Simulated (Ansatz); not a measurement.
# Pb: a tetragonal deformation path

The task here is to estimate one member of a computed series from the others.

The COD entry's cell or inner coordinates are ideal or old and differ from later refinements, so a difference from it is no clean test against experiment.

Computed with Ansatz 0.2.0 (DFT PBE, scalar-relativistic, plane waves, PAW, unless a step's input says otherwise).

### Starting point

It takes space group Fm-3m (No. 225, cubic). The conventional cell has a = 4.940 Å, b = 4.940 Å, c = 4.940 Å, α = 90.00°, β = 90.00°, γ = 90.00°. Pb (site symmetry m-3m) is surrounded by 12 Pb at 3.49 Å.

Structure file:

```cif
data_structure
_symmetry_space_group_name_H-M 'Fm-3m'
_symmetry_Int_Tables_number 225
_cell_length_a 4.9396
_cell_length_b 4.9396
_cell_length_c 4.9396
_cell_angle_alpha 90.000
_cell_angle_beta 90.000
_cell_angle_gamma 90.000
_cell_volume 120.52
loop_
_atom_site_label
_atom_site_type_symbol
_atom_site_symmetry_multiplicity
_atom_site_Wyckoff_symbol
_atom_site_fract_x
_atom_site_fract_y
_atom_site_fract_z
_atom_site_occupancy
Pb1 Pb 4 a 0.00000 0.00000 0.00000 1
```

No relaxation comes first: the listed cell is the starting point.

### The reference cell

Reference values: F = -11906.4001 eV; pressure 2.74 GPa; largest force 0.000 eV/Å; gap on the mesh none (metal). It was computed beforehand with the settings of the runs below.

Set-up of the first run:

At fixed volume and fractional coordinates, lengths along (0.000, 0.000, 1.000) are scaled against those across it; ρ is that ratio over its starting value.

File input.yaml:

```yaml
crystal:
  lattice:
    - [0.0, 2.7723963284, 1.9600842042]
    - [2.7723963284, 0.0, 1.9600842042]
    - [2.7723963284, 2.7723963284, 0.0]
  atoms:
    - { symbol: Pb, position: [0.0, 0.0, 0.0] }
basis:
  ecutwfc: 420
kpoints:
  mp_grid: { grid: [18, 18, 18] }
hamiltonian:
  xc: pbe
scf:
  occupations: { method: gaussian, width: 0.15 }
output:
  forces: true
  stress: true
  eigenvalues: true
```

Launch:

```
> ansatz run input.yaml --threads 1 --pin off --max-ram 2560MiB --backend cpu --events-out ev --progress --plain --runs-dir out
```

Steps of the session up to this table: Point ρ = 0.707; At ρ = 1.414; ρ = 0.850; Point ρ = 1.200; ρ = 0.780; At ρ = 1.300; At ρ = 0.920; Point ρ = 1.100; ρ = 0.650; ρ = 1.500; ρ = 0.960; ρ = 1.050.

One of the session's tables, all rows but one given; the rest of the session is left out.

It belongs to the step «The scan collected». Collected from the runs (energy zero: the undisturbed cell):

```
    ρ  ΔE (meV/atom)  pressure (GPa)
0.650           29.9             2.6
0.707           37.6             2.6
0.780           28.0             2.7
0.850           12.3             2.8
0.920            2.9             2.8
0.960            0.3             2.8
1.000            0.0             2.7
1.050            0.3             2.8
1.100              ?               ?
1.200           35.9             3.1
1.300           88.9             3.8
1.414          176.0             5.2
1.500          260.8             6.6
```

Estimate the missing values for ρ = 1.100.

Worked estimate for «ΔE (meV/atom)». A straight line through the neighbours (1.050, 0.3) and (1.200, 35.9) gives 0.3 + (35.9 − 0.3) × (1.100 − 1.050) / (1.200 − 1.050) = 12.2; a parabola fitted to 4 rows on both sides gives 6.3.

As computed: ΔE (meV/atom): 5.6; pressure (GPa): 2.8. In «ΔE (meV/atom)» the line misses by +6.6 and the parabola by +0.7.
